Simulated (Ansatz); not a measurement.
LaAlO3:
```
LaAlO3
1.0
    3.81240     0.00000     0.00000
    0.00000     3.81240     0.00000
    0.00000     0.00000     3.81240
O Al La
3 1 1
Cartesian
  1.90620   0.00000   0.00000
  0.00000   1.90620   0.00000
  0.00000   0.00000   1.90620
  0.00000   0.00000   0.00000
  1.90620   1.90620   1.90620
```

Tensor components refer to the Cartesian frame of this cell.

Q: Give the high-frequency dielectric tensor and the Born effective charge tensors of the independent atoms from DFPT, DFT-PBE in the program Ansatz with PAW potentials.

A: 
ε∞:
```
4.83  0.00  0.00
0.00  4.83  0.00
0.00  0.00  4.83
```
Z* of atom 1 (O), rows: field, columns: displacement, in e:
```
-2.47   0.00   0.00
 0.00  -2.47   0.00
 0.00   0.00  -2.47
```
Z* of atom 4 (Al), rows: field, columns: displacement, in e:
```
2.93  0.00  0.00
0.00  2.93  0.00
0.00  0.00  2.93
```
Z* of atom 5 (La), rows: field, columns: displacement, in e:
```
4.49  0.00  0.00
0.00  4.49  0.00
0.00  0.00  4.49
```

Static charges for comparison (Bader): O1 -1.55, Al4 +2.55, La5 +2.08 e. Born charges measure polarisation by displacement and can exceed these by far.

Space group Pm-3m (cubic perovskite). This is a known high-temperature phase of the composition, computed here at zero pressure and temperature. The cell was relaxed with PBE under the symmetry of its start. At this level the phase is dynamically unstable (imaginary phonons). Scalar-relativistic: spin–orbit coupling is off unless named, which matters more the heavier the elements.

Potentials: the later of the program's two PAW sets.
